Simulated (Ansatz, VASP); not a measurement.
## Two plane-wave programs on Y

```
CELL_PARAMETERS angstrom
0.00000 2.68380 2.38560
2.68380 0.00000 2.38560
2.68380 2.68380 0.00000
ATOMIC_POSITIONS crystal
Y 0.00000 0.00000 0.00000
```

Change from the starting cell: strain +0.080 along x and y, -0.040 along z, atoms carried along.

Alike in both runs: task single point; functional PBEsol; k mesh 16 × 16 × 16; occupations gaussian, width 0.15 eV; no spin polarisation.

|  | VASP | Ansatz |
| --- | --- | --- |
| version | VASP 6.6.1 | Ansatz 0.2.0 |
| potentials or method | VASP PAW PBE potentials, release 64 (Y_sv) | scalar-relativistic, plane waves, PAW |
| plane-wave cutoff (eV) | 520 | 420 |
| valence electrons in the cell | 11 | 11 |

Ansatz gave:

| Quantity | Value |
| --- | --- |
| gap on the k mesh at the Fermi level (eV) | none |
| pressure (GPa) | -3.7 |
| largest component of the traceless stress (GPa) | 1.59 |

Q: Estimate VASP's values.

A: gap on the k mesh at the Fermi level (eV): none; pressure (GPa): -3.8; largest component of the traceless stress (GPa): 1.61.

A gap of «none» marks a metal or a gap that the smearing closes. With one functional, cell and mesh, what is left measures potentials, basis and numerics.

Caveats: the PAW data sets were made with another functional, which shifts forces and pressure a little (VASP).
